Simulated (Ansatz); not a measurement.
This run works on a generated trial structure, not on a known crystal.

Input and command of a plane-wave DFT calculation in Ansatz:

```yaml
crystal:
  lattice:
    - [1.58580672, 0.0, 0.0]
    - [0.0, 1.55040779, 0.0]
    - [-0.10277963, 0.0, 2.14209517]
  atoms:
    - { symbol: C, position: [0.5, 0.0, 0.0] }
basis:
  ecutwfc: 420
kpoints:
  mp_grid: { grid: [10, 10, 8] }
hamiltonian:
  xc: pbe
scf:
  occupations: { method: gaussian, width: 0.1 }
  lower_state_search: "off"
output:
  forces: true
  stress: true
  eigenvalues: true
relax:
  adjacent_minimum: "off"
  f_tol: 0.04
  max_steps: 70
  cell: { stress_tol: 0.4 }
```

```bash
ansatz run input.yaml --threads 1 --pin off --max-ram 2560MiB --backend cpu --events-out ev --progress --plain --runs-dir out
```

Processor: Intel(R) Xeon(R) Processor @ 2.50GHz (Skylake/Cascade Lake), 1 thread, on a host shared with other jobs.

Task: How long does it run, and how much memory does it take?

Result: About 84 s, peak memory 0.3 GiB. It solves 6 bands at 252 k points (after reduction by symmetry) with about 193 plane waves (on the last cell), in 121 SCF iterations over 29 ionic steps.
